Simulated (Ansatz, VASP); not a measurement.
**AlN in VASP and in Ansatz**

INCAR

```
ALGO = Normal ; EDIFF = 1E-7
ENCUT = 520 ; GGA = PE
ISIF = 2 ; ISMEAR = -1
LASPH = True ; LCHARG = False
LREAL = False ; LWAVE = False
NBANDS = 11 ; NELM = 60
PREC = Accurate ; SIGMA = 0.02
```

File KPOINTS:

```
k-points
0
Gamma
  10 10 10
```

Contents of POSCAR:

```
AlN
1.0
    2.5854596259      0.0000000000      0.0000000000
    0.0000000000      2.5854596259      0.0000000000
    0.0000000000      0.0000000000      2.5854596259
Al N
1 1
Direct
    0.0000000000      0.0000000000      0.0000000000
    0.5000000000      0.5000000000      0.5000000000
```

Input for Ansatz:

```yaml
crystal:
  lattice:
    - [2.5854596259, 0.0, 0.0]
    - [0.0, 2.5854596259, 0.0]
    - [0.0, 0.0, 2.5854596259]
  atoms:
    - { symbol: Al, position: [0.0, 0.0, 0.0] }
    - { symbol: "N", position: [0.5, 0.5, 0.5] }
kpoints:
  mp_grid: { grid: [10, 10, 10] }
  band_path:
    path:
      - [[0.0, 0.0, 0.0], [0.0, 0.5, 0.0], [0.5, 0.5, 0.0], [0.0, 0.0, 0.0], [0.5, 0.5, 0.5], [0.0, 0.5, 0.0]]
      - [[0.5, 0.5, 0.5], [0.5, 0.5, 0.0]]
    npoints: 10
hamiltonian:
  xc: pbe
scf:
  occupations: { method: fermi_dirac, width: 0.02 }
  n_extra_bands: 4
output:
  forces: true
  stress: true
  eigenvalues: true
```

The cell was built by a generator and needn't be a form met in nature.

Alike in both runs: task single point; functional PBE; k mesh 10 × 10 × 10; occupations fermi-dirac, width 0.02 eV; no spin polarisation.

```csv
,VASP,Ansatz
version,VASP 6.6.1,Ansatz 0.2.0
potentials or method,"VASP PAW PBE potentials, release 64 (Al, N)","plane waves, PAW"
plane-wave cutoff (eV),520,420
valence electrons in the cell,8,8
```

```csv
,VASP,Ansatz,Ansatz less VASP
pressure (GPa),6.4,6.4,+0.09
```
